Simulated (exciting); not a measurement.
**BN: band structure with LDA-GL**

**The experiment to reproduce.**

A printed reference work, monograph reports, for a bulk crystal of BN at 300 K: band gap 6.4 eV (indirect).

The system is BN.

```
N B
1.0
     0.00000    1.81300    1.81300
     1.81300    0.00000    1.81300
     1.81300    1.81300    0.00000
N B
1 1
Direct
  0.25000 0.25000 0.25000
  0.00000 0.00000 0.00000
```

The cell is a database's computed one.

| Item | Value |
| --- | --- |
| Program | exciting (release sodium) |
| Task | band structure |
| Functional | LDA-GL |
| Potentials or basis | all-electron LAPW+lo, shipped species files with second energy derivatives, valence relativity iora* |
| rgkmax | 6.5 |
| k mesh | 13 × 13 × 13 |
| Occupations | fermi-dirac, width 0.1 eV |
| Spin | no spin polarisation |
| outputlevel | normal |
| gmaxvr (cutoff of density and potential) | 15 1/bohr |
| lmaxapw (and lmaxmat) | 10 |
| lmaxvr | 8 |
| nempty | 10 |
| Valence relativity | iora* |
| epsengy | 1e-05 Ha |
| epspot | 1e-05 Ha |
| maxscl | 60 |
| Muffin-tin radii | N 1.38, B 1.38 bohr |

```json
{
  "Band gap on the k mesh": "4.45 eV, indirect (least direct gap 8.66 eV)",
  "Band gap along the path": "4.37 eV, indirect (least direct gap 8.66 eV)",
  "All electrons inside the program's atomic spheres": "N 5.39; B 3.13 (radii N 1.38, B 1.38 bohr)"
}
```

Levels at the corners of the path, in eV from the valence-band top:
| point | band 1 | band 2 | band 3 | band 4 | band 5 | band 6 | band 7 | band 8 |
| --- | --- | --- | --- | --- | --- | --- | --- | --- |
| Γ | -19.96 | 0.00 | 0.00 | 0.00 | 8.66 | 8.66 | 8.66 | 10.29 |
| X | -14.38 | -8.82 | -4.88 | -4.88 | 4.37 | 9.13 | 17.56 | 17.56 |
| W | -14.06 | -7.46 | -6.95 | -6.49 | 9.42 | 13.13 | 14.23 | 14.52 |
| K | -14.29 | -8.02 | -7.64 | -4.05 | 6.80 | 12.71 | 15.54 | 16.40 |
| Γ | -19.96 | 0.00 | 0.00 | 0.00 | 8.66 | 8.66 | 8.66 | 10.29 |
| L | -15.74 | -10.61 | -1.93 | -1.93 | 10.10 | 10.54 | 10.54 | 14.96 |
| U | -14.29 | -8.02 | -7.64 | -4.05 | 6.80 | 12.71 | 15.54 | 16.40 |
| W | -14.06 | -7.46 | -6.95 | -6.49 | 9.42 | 13.13 | 14.23 | 14.52 |
| L | -15.74 | -10.61 | -1.93 | -1.93 | 10.10 | 10.54 | 10.54 | 14.96 |
| K | -14.29 | -8.02 | -7.64 | -4.05 | 6.80 | 12.71 | 15.54 | 16.40 |
| U | -14.29 | -8.02 | -7.64 | -4.05 | 6.80 | 12.71 | 15.54 | 16.40 |
| X | -14.38 | -8.82 | -4.88 | -4.88 | 4.37 | 9.13 | 17.56 | 17.56 |

Wall time 51 s on 1 thread of Arm Neoverse V2 (shared host), peak memory 0.12 GiB.

A measured gap of BN is 6.4 eV (indirect; 300 K; a printed reference work, monograph); the calculated 4.37 eV misses it by -2.03 eV. The value is that of LDA-GL, without temperature or zero-point motion. Semilocal functionals fall short of measured gaps as a rule. The cell is a database's relaxed one, not the measured one, which moves gaps too.
